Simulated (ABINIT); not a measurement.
Here is an ABINIT 10.8.3 (patched build) calculation.

run.abi

```
# Pseudopotentials
pp_dirpath "./"
pseudos "Se_ONCV_PBE-1.2.upf, Zn_ONCV_PBE-1.2.upf"

# Structure
acell 3*1.0
rprim
     0.0000000000     5.3551058920     5.3551058920
     5.3551058920     0.0000000000     5.3551058920
     5.3551058920     5.3551058920     0.0000000000
ntypat 2
znucl 34 30
natom 2
typat 1 2
xred
     0.7500000000     0.7500000000     0.7500000000
     0.0000000000     0.0000000000     0.0000000000

# Plane-wave basis
ecut 952.398519 eV

# k points
kptopt 1
ngkpt 3 3 3
nshiftk 1
shiftk 0.0 0.0 0.0

# Exchange and correlation
ixc -428
hyb_mixing_sr 0.35

# Bands and occupations
nband 17
occopt 3
tsmear 0.05 eV

# SCF cycle
nstep 60
toldfe 1.0e-7

# Output
iomode 3
prtwf 0
prtden 0
prteig 0
prtebands 0
```

Potentials or basis: SG15 NC PBE v1.2.

Command:

```console
$ mpirun --bind-to none -np 4 abinit run.abi > log 2>&1
```

Task: What does it give for the pressure?

Result: 1.1 GPa.

Task: What does it give for the band gap on the k mesh?

Result: 2.71 eV, direct.

Caveat: the k mesh is coarse (spacing up to 0.64 Å⁻¹), so the values aren't converged, least of all with exact exchange; exact exchange is summed on a coarse mesh, which widens gaps by tenths of an eV; Libxc's HSE differs a little from that of other programs; the potentials were made for another functional, which shifts forces and pressure.
